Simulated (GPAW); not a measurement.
**Does Zn15NiSe16 (ZnSe32 Ni1) carry moments in GPAW?**

Wanted: the moments of Zn15NiSe16 (ZnSe32 Ni1) and the energy gained by spin polarisation.

Calculated with GPAW 26.7.0; PBE; plane waves with GPAW's PAW setups, scalar-relativistic.

### Step 1. Set-up

The structure is tetragonal, space group P-42m (No. 111). Conventional cell: a = 11.336 Å, b = 11.336 Å, c = 5.668 Å, α = 90.00°, β = 90.00°, γ = 90.00°. Ni has 4 Se at 2.45 Å nearest. Nearest to Se lie 1 Ni at 2.45 Å and 3 Zn at 2.45 Å. Zn has 4 Se at 2.45 Å nearest. Se has 4 Zn at 2.45 Å nearest. Nearest to Zn lie 4 Se at 2.45 Å. Nearest to Se lie 4 Zn at 2.45 Å. substitutional dopants on the host's lattice, its constants typed without a cited source, atoms not relaxed. Farther neighbours and most contacts between anions are not listed.

The cell is a made-up one and need not be a known phase.

### Step 2. Start 1: ferro +

Parallel moments need no larger cell; this start tests for a ferromagnetic state only.

Input file order1.py:

```python
import json
import numpy as np
from ase import Atoms
from ase.parallel import paropen, parprint
from gpaw import GPAW

atoms = Atoms(['Ni', 'Se', 'Zn', 'Se', 'Zn', 'Se', 'Zn', 'Se', 'Zn', 'Se', 'Zn', 'Se', 'Zn', 'Se', 'Zn', 'Se', 'Zn', 'Se', 'Zn', 'Se', 'Zn', 'Se', 'Zn', 'Se', 'Zn', 'Se', 'Zn', 'Se', 'Zn', 'Se', 'Zn', 'Se'],
    cell=[[11.336, 0.0, 0.0],
         [0.0, 11.336, 0.0],
         [0.0, 0.0, 5.668]],
    scaled_positions=[[0.0, 0.0, 0.0],
         [0.125, 0.125, 0.25],
         [0.0, 0.25, 0.5],
         [0.125, 0.375, 0.75],
         [0.25, 0.0, 0.5],
         [0.375, 0.125, 0.75],
         [0.25, 0.25, 0.0],
         [0.375, 0.375, 0.25],
         [0.0, 0.5, 0.0],
         [0.125, 0.625, 0.25],
         [0.0, 0.75, 0.5],
         [0.125, 0.875, 0.75],
         [0.25, 0.5, 0.5],
         [0.375, 0.625, 0.75],
         [0.25, 0.75, 0.0],
         [0.375, 0.875, 0.25],
         [0.5, 0.0, 0.0],
         [0.625, 0.125, 0.25],
         [0.5, 0.25, 0.5],
         [0.625, 0.375, 0.75],
         [0.75, 0.0, 0.5],
         [0.875, 0.125, 0.75],
         [0.75, 0.25, 0.0],
         [0.875, 0.375, 0.25],
         [0.5, 0.5, 0.0],
         [0.625, 0.625, 0.25],
         [0.5, 0.75, 0.5],
         [0.625, 0.875, 0.75],
         [0.75, 0.5, 0.5],
         [0.875, 0.625, 0.75],
         [0.75, 0.75, 0.0],
         [0.875, 0.875, 0.25]],
    pbc=True,
    magmoms=[2.0, 0.0, 0.0, 0.0, 0.0, 0.0, 0.0, 0.0, 0.0, 0.0, 0.0, 0.0, 0.0, 0.0, 0.0, 0.0, 0.0, 0.0, 0.0, 0.0, 0.0, 0.0, 0.0, 0.0, 0.0, 0.0, 0.0, 0.0, 0.0, 0.0, 0.0, 0.0])
atoms.calc = GPAW(mode={'name': 'pw', 'ecut': 450},
    xc='PBE',
    kpts={'size': (3, 3, 5), 'gamma': True},
    occupations={'name': 'fermi-dirac', 'width': 0.05},
    convergence={'density': 1e-05, 'energy': 1e-05},
    maxiter=200,
    mixer={'name': 'pulay', 'beta': 0.05, 'nmaxold': 6, 'weight': 50},
    symmetry={'tolerance': 1e-4},
    txt='order1.txt')
e = atoms.get_potential_energy(force_consistent=True)
res = {'free_energy': e, 'energy_sigma0': atoms.get_potential_energy(), 'fermi_energy': atoms.calc.get_fermi_level()}
res['moments'] = atoms.get_magnetic_moments().tolist()
res['total'] = atoms.get_magnetic_moment()
parprint('site moments (muB):', np.round(res['moments'], 3))
parprint(f"total moment: {res['total']:.3f} muB")
parprint(f'free energy: {e:.6f} eV')
atoms.calc.write('order1.gpw')
with paropen('results.json', 'w') as f:
    json.dump(res, f)
```

Run with:

```bash
$ OMP_NUM_THREADS=1 mpirun -n 4 gpaw python order1.py > order1.log
```

Numbers of over 12 decimals in the logs are rounded to 6 here.

Log:

```text
site moments (muB): [1.228e+00 5.400e-02 8.000e-03 7.000e-03 8.000e-03 7.000e-03 4.000e-03
 8.000e-03 3.000e-03 7.000e-03 8.000e-03 5.400e-02 1.000e-03 8.000e-03
 4.000e-03 7.000e-03 3.000e-03 7.000e-03 1.000e-03 8.000e-03 8.000e-03
 5.400e-02 4.000e-03 7.000e-03 3.000e-03 8.000e-03 1.000e-03 7.000e-03
 1.000e-03 7.000e-03 4.000e-03 5.400e-02]
total moment: 2.000 muB
free energy: -101.583894 eV

--- order1.txt ---
Input parameters:
  mode=PW(ecut=450),
  convergence={'density': 1e-05, 'energy': 1e-05},
  kpts=MonkhorstPack(size=(3, 3, 5), gamma=True),
  maxiter=200,
  mixer=Pulay(name='pulay', nmaxold=6, beta=0.05, weight=50, sigma=0.015, g_ss=None),
  occupations=Occupations(name='fermi-dirac', width=0.05),
  symmetry=Symmetry(tolerance=0.0001),
  xc=XC(name='PBE')

Diagonalizing LCAO Hamiltonian
Converting LCAO to pw mode
        .---------------------------.
       /|                           |
      / |                           |
     /  |  Se            Se         |
    /   |       Se            Se    |
   /  Zn|           Zn              |
  /    Se         Se Se         Se  |
 *      .--Zn-------------Zn--------.
 |     / Se Se         Se Se       /
 | Zn /      Zn  Zn        Zn     /
 |   Zn Zn    Se   Zn Zn    Se   /
 |  /Se            Se           /
 | /      Zn            Zn     /
 |/                           /
 Ni------------Zn------------*

Atoms  # Å, Bohr magnetons
|    | symbol |        x |        y |        z |    initial magnetic moments |
|----|--------|----------|----------|----------|-----------------------------|
|  0 |     Ni | 0.000000 | 0.000000 | 0.000000 | ( 0.0000,  0.0000,  2.0000) |
|  1 |     Se | 1.417000 | 1.417000 | 1.417000 | ( 0.0000,  0.0000,  0.0000) |
|  2 |     Zn | 0.000000 | 2.834000 | 2.834000 | ( 0.0000,  0.0000,  0.0000) |
|  3 |     Se | 1.417000 | 4.251000 | 4.251000 | ( 0.0000,  0.0000,  0.0000) |
|  4 |     Zn | 2.834000 | 0.000000 | 2.834000 | ( 0.0000,  0.0000,  0.0000) |
|  5 |     Se | 4.251000 | 1.417000 | 4.251000 | ( 0.0000,  0.0000,  0.0000) |
|  6 |     Zn | 2.834000 | 2.834000 | 0.000000 | ( 0.0000,  0.0000,  0.0000) |
|  7 |     Se | 4.251000 | 4.251000 | 1.417000 | ( 0.0000,  0.0000,  0.0000) |
|  8 |     Zn | 0.000000 | 5.668000 | 0.000000 | ( 0.0000,  0.0000,  0.0000) |
|  9 |     Se | 1.417000 | 7.085000 | 1.417000 | ( 0.0000,  0.0000,  0.0000) |
| 10 |     Zn | 0.000000 | 8.502000 | 2.834000 | ( 0.0000,  0.0000,  0.0000) |
| 11 |     Se | 1.417000 | 9.919000 | 4.251000 | ( 0.0000,  0.0000,  0.0000) |
| 12 |     Zn | 2.834000 | 5.668000 | 2.834000 | ( 0.0000,  0.0000,  0.0000) |
| 13 |     Se | 4.251000 | 7.085000 | 4.251000 | ( 0.0000,  0.0000,  0.0000) |
| 14 |     Zn | 2.834000 | 8.502000 | 0.000000 | ( 0.0000,  0.0000,  0.0000) |
| 15 |     Se | 4.251000 | 9.919000 | 1.417000 | ( 0.0000,  0.0000,  0.0000) |
| 16 |     Zn | 5.668000 | 0.000000 | 0.000000 | ( 0.0000,  0.0000,  0.0000) |
| 17 |     Se | 7.085000 | 1.417000 | 1.417000 | ( 0.0000,  0.0000,  0.0000) |
| 18 |     Zn | 5.668000 | 2.834000 | 2.834000 | ( 0.0000,  0.0000,  0.0000) |
| 19 |     Se | 7.085000 | 4.251000 | 4.251000 | ( 0.0000,  0.0000,  0.0000) |
| 20 |     Zn | 8.502000 | 0.000000 | 2.834000 | ( 0.0000,  0.0000,  0.0000) |
| 21 |     Se | 9.919000 | 1.417000 | 4.251000 | ( 0.0000,  0.0000,  0.0000) |
| 22 |     Zn | 8.502000 | 2.834000 | 0.000000 | ( 0.0000,  0.0000,  0.0000) |
| 23 |     Se | 9.919000 | 4.251000 | 1.417000 | ( 0.0000,  0.0000,  0.0000) |
| 24 |     Zn | 5.668000 | 5.668000 | 0.000000 | ( 0.0000,  0.0000,  0.0000) |
| 25 |     Se | 7.085000 | 7.085000 | 1.417000 | ( 0.0000,  0.0000,  0.0000) |
| 26 |     Zn | 5.668000 | 8.502000 | 2.834000 | ( 0.0000,  0.0000,  0.0000) |
| 27 |     Se | 7.085000 | 9.919000 | 4.251000 | ( 0.0000,  0.0000,  0.0000) |
| 28 |     Zn | 8.502000 | 5.668000 | 2.834000 | ( 0.0000,  0.0000,  0.0000) |
| 29 |     Se | 9.919000 | 7.085000 | 4.251000 | ( 0.0000,  0.0000,  0.0000) |
| 30 |     Zn | 8.502000 | 8.502000 | 0.000000 | ( 0.0000,  0.0000,  0.0000) |
| 31 |     Se | 9.919000 | 9.919000 | 1.417000 | ( 0.0000,  0.0000,  0.0000) |

Unit cell  # Å
| periodic |         x |         y |        z |   lengths |    angles |
|----------|-----------|-----------|----------|-----------|-----------|
|      yes | 11.336000 |  0.000000 | 0.000000 | 11.336000 | 90.000000 |
|      yes |  0.000000 | 11.336000 | 0.000000 | 11.336000 | 90.000000 |
|      yes |  0.000000 |  0.000000 | 5.668000 |  5.668000 | 90.000000 |

Number of symmetries: 8

BZ-sampling:
  Number of BZ points: 45
  Number of IBZ points: 9

  Monkhorst-Pack size: [3, 3, 5]
  Monkhorst-Pack shift: [0, 0, 0]

K-points  # in reciprocal-cell coordinates
|   |                                coordinates |     weight |
|---|--------------------------------------------|------------|
| 0 | (  0.00000000,   0.00000000,   0.00000000) | 0.02222222 |
| 1 | (  0.00000000,   0.00000000,   0.20000000) | 0.04444444 |
| 2 | (  0.00000000,   0.00000000,   0.40000000) | 0.04444444 |
| 3 | (  0.33333333,   0.00000000,   0.00000000) | 0.08888889 |
| 4 | (  0.33333333,   0.00000000,   0.20000000) | 0.17777778 |
| 5 | (  0.33333333,   0.00000000,   0.40000000) | 0.17777778 |
| 6 | (  0.33333333,   0.33333333,   0.00000000) | 0.08888889 |
| 7 | (  0.33333333,   0.33333333,   0.20000000) | 0.17777778 |
| 8 | (  0.33333333,   0.33333333,   0.40000000) | 0.17777778 |

Plane wave coefficients: 15823
Cutoff: 450.000000 eV

Spin-components: 2 (collinear spins)
Bands:           181
Projectors:      176
Spin-degeneracy: 1
Datatype:        complex128

Parallelization:
  kpt:    4
  domain: 1
  band:   1

Density:
  Valence electrons: 292.0
  Components: 2
  Grid points: [56 56 28]
  Charge: 0.0  # |e|

Potential:
  Grid points: [56 56 28]

species:
  Ni:
    name:    Nickel
    Z:       28.0
    valence: 16
    core:    12
    charge:  0.0  # [|e|]
    compensation charges:
      type: gauss
      rc: 0.36  # [Å]
      lmax: 2
    cutoffs:
      filter: 2.14  # [Å]
      core: 1.98  # [Å]
    projectors
    | kind |    occ | energy [eV] | rcut [Å] |
    |------|--------|-------------|----------|
    |   4s |  2.000 |      -5.642 |    1.164 |
    |   3p |  6.000 |     -71.394 |    1.207 |
    |   4p |  0.000 |      -1.226 |    1.207 |
    |   3d |  8.000 |      -8.875 |    1.138 |
    |    s |        |      21.570 |    1.164 |
    |    d |        |      18.337 |    1.138 |

    Using partial waves for Ni as LCAO basis

  Se:
    name:    Selenium
    Z:       34.0
    valence: 6
    core:    28
    charge:  0.0  # [|e|]
    compensation charges:
      type: gauss
      rc: 0.27  # [Å]
      lmax: 2
    cutoffs:
      filter: 1.77  # [Å]
      core: 2.67  # [Å]
    projectors
    | kind |    occ | energy [eV] | rcut [Å] |
    |------|--------|-------------|----------|
    |   4s |  2.000 |     -17.277 |    0.847 |
    |   4p |  4.000 |      -6.512 |    1.005 |
    |    s |        |       9.935 |    0.847 |
    |    p |        |      20.699 |    1.005 |
    |    d |        |       0.000 |    0.847 |

    Using partial waves for Se as LCAO basis

  Zn:
    name:    Zinc
    Z:       30.0
    valence: 12
    core:    18
    charge:  0.0  # [|e|]
    compensation charges:
      type: gauss
      rc: 0.37  # [Å]
      lmax: 2
    cutoffs:
      filter: 2.14  # [Å]
      core: 2.28  # [Å]
    projectors
    | kind |    occ | energy [eV] | rcut [Å] |
    |------|--------|-------------|----------|
    |   4s |  2.000 |      -5.977 |    1.286 |
    |   4p |  0.000 |      -1.117 |    1.270 |
    |   3d | 10.000 |     -10.142 |    1.180 |
    |    s |        |      21.234 |    1.286 |
    |    p |        |      26.095 |    1.270 |
    |    d |        |      17.070 |    1.180 |

    Using partial waves for Zn as LCAO basis

Reference energy: -1831944.412330  # eV

eigensolver:
  PPCG
  Converge bands: occupied
  niter=2

density mixing:
  Pulay-Mixer
  Linear mixing parameters: 0.05
  Old densities: 6
  Fourier metric: weight=50, sigma=0.015

occupation numbers:
  Fermi-Dirac:
    width: 0.0500  # eV

poisson solver:
  ecut: 3600.000000  # eV

xc functional:
  name: PBE with 2 nearest neighbor stencil

convergence criteria:
- Maximum integral of absolute [dens]ity change: 1e-05 electrons / valence electron
- Maximum [total energy] change in last 3 cyles: 1e-05 eV / valence electron
- Maximum integral of absolute [eigenst]ate change: 4e-08 eV^2 / valence electron
maximum number of iterations: 200

SCF iterations
|iter     |      energy | eigst |  dens |  magmom |
|---------|-------------|-------|-------|---------|
|iter:   1|       0s | -106.056439 | +1.14 |       |  +2.0009|
|iter:   2|      28s | -103.978657 | +0.12 | -1.18 |  +1.9199|
|iter:   3|      57s | -103.136532 | -0.67 | -1.25 |  +1.9240|
|iter:   4|      85s | -101.452210 | -0.48 | -1.32 |  +1.9489|
|iter:   5|     113s | -101.501116 | -0.93 | -1.56 |  +1.9591|
|iter:   6|     141s | -101.503375 | -1.48 | -1.64 |  +1.9766|
|iter:   7|     169s | -101.537981 | -1.76 | -1.88 |  +1.9853|
|iter:   8|     196s | -101.537533 | -2.14 | -2.11 |  +1.9900|
|iter:   9|     222s | -101.543753 | -2.36 | -2.30 |  +1.9971|
|iter:  10|     249s | -101.544548 | -2.77 | -2.79 |  +1.9990|
|iter:  11|     274s | -101.544361c| -3.14 | -3.02 |  +1.9992|
|iter:  12|     295s | -101.544425c| -3.43 | -3.19 |  +1.9992|
|iter:  13|     316s | -101.544481c| -3.88 | -3.30 |  +1.9992|
|iter:  14|     337s | -101.544865c| -3.97 | -3.31 |  +1.9994|
|iter:  15|     358s | -101.545044c| -4.16 | -3.52 |  +1.9996|
|iter:  16|     380s | -101.545081c| -4.51 | -3.75 |  +1.9996|
|iter:  17|     402s | -101.545101c| -4.79 | -3.83 |  +1.9996|
|iter:  18|     425s | -101.545119c| -5.04 | -3.86 |  +1.9996|
|iter:  19|     448s | -101.545146c| -5.15 | -3.91 |  +1.9997|
|iter:  20|     472s | -101.545155c| -5.44 | -4.08 |  +1.9997|
|iter:  21|     494s | -101.545160c| -5.70 | -4.23 |  +1.9997|
|iter:  22|     521s | -101.545166c| -5.86 | -4.33 |  +1.9997|
|iter:  23|     545s | -101.545171c| -5.98 | -4.54 |  +1.9997|
|iter:  24|     570s | -101.545173c| -6.30 | -4.69 |  +1.9997|
|iter:  25|     598s | -101.545175c| -6.42 | -4.79 |  +1.9997|
|iter:  26|     626s | -101.545177c| -6.68 | -4.94 |  +1.9997|
|iter:  27|     650s | -101.545177c| -7.09 | -5.01c|  +1.9997|
|iter:  28|     673s | -101.545177c| -7.36 | -5.11c|  +1.9997|
|iter:  29|     694s | -101.545180c| -7.49c| -5.18c|  +1.9997|

Converged in 29 steps
Energy contributions relative to reference atoms: (reference = -1831944.412330)

Energy contributions:
  Kinetic:         207.861867
  Coulomb:        -176.755102
  Zero:             -0.919214
  External:          0.000000
  Xc:             -131.694016
  Entropy:          -0.077429
  Spinorbit:         0.000000
  ----------------------------
  Free energy:    -101.583894
  Extrapolated:   -101.545180

dipole moment: (-87.365520, -87.365520, -86.649725)  # |e|*Ang

Total magnetic moment: (0.000000, 0.000000, 1.999711)

Local magnetic moments
|        x |        y |        z |
|----------|----------|----------|
| 0.000000 | 0.000000 | 1.228334 |  # Ni   0
| 0.000000 | 0.000000 | 0.054452 |  # Se   1
| 0.000000 | 0.000000 | 0.007777 |  # Zn   2
| 0.000000 | 0.000000 | 0.007436 |  # Se   3
| 0.000000 | 0.000000 | 0.007777 |  # Zn   4
| 0.000000 | 0.000000 | 0.007436 |  # Se   5
| 0.000000 | 0.000000 | 0.004245 |  # Zn   6
| 0.000000 | 0.000000 | 0.007874 |  # Se   7
| 0.000000 | 0.000000 | 0.002536 |  # Zn   8
| 0.000000 | 0.000000 | 0.007436 |  # Se   9
| 0.000000 | 0.000000 | 0.007777 |  # Zn  10
| 0.000000 | 0.000000 | 0.054452 |  # Se  11
| 0.000000 | 0.000000 | 0.000845 |  # Zn  12
| 0.000000 | 0.000000 | 0.007874 |  # Se  13
| 0.000000 | 0.000000 | 0.004245 |  # Zn  14
| 0.000000 | 0.000000 | 0.007436 |  # Se  15
[...]
| 0.000000 | 0.000000 | 0.004245 |  # Zn  22
| 0.000000 | 0.000000 | 0.007436 |  # Se  23
| 0.000000 | 0.000000 | 0.002834 |  # Zn  24
| 0.000000 | 0.000000 | 0.007874 |  # Se  25
| 0.000000 | 0.000000 | 0.000845 |  # Zn  26
| 0.000000 | 0.000000 | 0.007436 |  # Se  27
| 0.000000 | 0.000000 | 0.000845 |  # Zn  28
| 0.000000 | 0.000000 | 0.007436 |  # Se  29
| 0.000000 | 0.000000 | 0.004245 |  # Zn  30
| 0.000000 | 0.000000 | 0.054452 |  # Se  31

Fermi level: 4.345
Eigenvalues  # (at kpt = [0.000, 0.000, 0.000])
| band index |      eig [eV] | occ [0-1] |      eig [eV] | occ [0-1] |
|------------|---------------|-----------|---------------|-----------|
|          0 |       -59.984 |     1.000 |       -58.549 |     1.000 |
|        ... |               |           |               |           |
|        138 |         2.721 |     1.000 |         2.948 |     1.000 |
|        139 |         2.922 |     1.000 |         3.301 |     1.000 |
|        140 |         3.029 |     1.000 |         3.423 |     1.000 |
|        141 |         3.123 |     1.000 |         3.503 |     1.000 |
|        142 |         3.211 |     1.000 |         3.550 |     1.000 |
|        143 |         3.211 |     1.000 |         3.550 |     1.000 |
|        144 |         3.991 |     0.999 |         4.500 |     0.043 |
|        145 |         4.013 |     0.999 |         4.544 |     0.019 |
|        146 |         4.013 |     0.999 |         4.544 |     0.019 |
|        147 |         5.200 |     0.000 |         5.220 |     0.000 |
|        148 |         6.885 |     0.000 |         6.914 |     0.000 |
|        149 |         6.885 |     0.000 |         6.914 |     0.000 |
|        150 |         6.885 |     0.000 |         6.914 |     0.000 |
|        151 |         7.355 |     0.000 |         7.372 |     0.000 |
|        152 |         7.360 |     0.000 |         7.379 |     0.000 |
|        ... |               |           |               |           |
|        180 |        10.340 |     0.000 |        10.407 |     0.000 |

No gap
No difference between direct/indirect transitions
```

The job ended after 12 min (4 MPI ranks of AMD EPYC 7R13 (Zen 3), shared host; peak memory 2.9 GiB; 50 min of CPU time).

Spin moment in the augmentation sphere by element, in μB:

```tsv
element	atoms	mean	spread (r.m.s.)	least	largest
Ni	1	1.23	0.00	1.23	1.23
Se	16	0.02	0.02	0.01	0.05
Zn	15	0.00	0.00	0.00	0.01
```

The atoms farthest from the mean of their element:

```tsv
atom	x, y, z (Å)	spin moment in the augmentation sphere (μB)
Se2	1.42, 1.42, 1.42	0.05
Se12	1.42, 9.92, 4.25	0.05
Se32	9.92, 9.92, 1.42	0.05
Se22	9.92, 1.42, 4.25	0.05
Se10	1.42, 7.08, 1.42	0.01
Se16	4.25, 9.92, 1.42	0.01
Se6	4.25, 1.42, 4.25	0.01
Se4	1.42, 4.25, 4.25	0.01
```

Numbers from this step:

| Item | Value |
| --- | --- |
| magnetization | 2.000 μB |
| final state | ferromagnetic |

After 29 cycles the largest moment stands at 1.23 μB.

(Continued in part 2 of 2.)

[Logs and program files are shortened in this print: banners, set-up blocks, solver, clock and traceback lines can be left out without a mark of their own.]

[Logs are printed without paths, hosts, clocks, repeated set-up lines and the standing remarks that a program may print on its own settings, such as how far it seeks lower states.]

[Hosts, paths, dates, database ids (printed as entryN), source tags and the programs' standing remarks are cut or masked in the printed files.]

[Where a cell is said to come from a database of computed structures, the database is the Materials Project.]
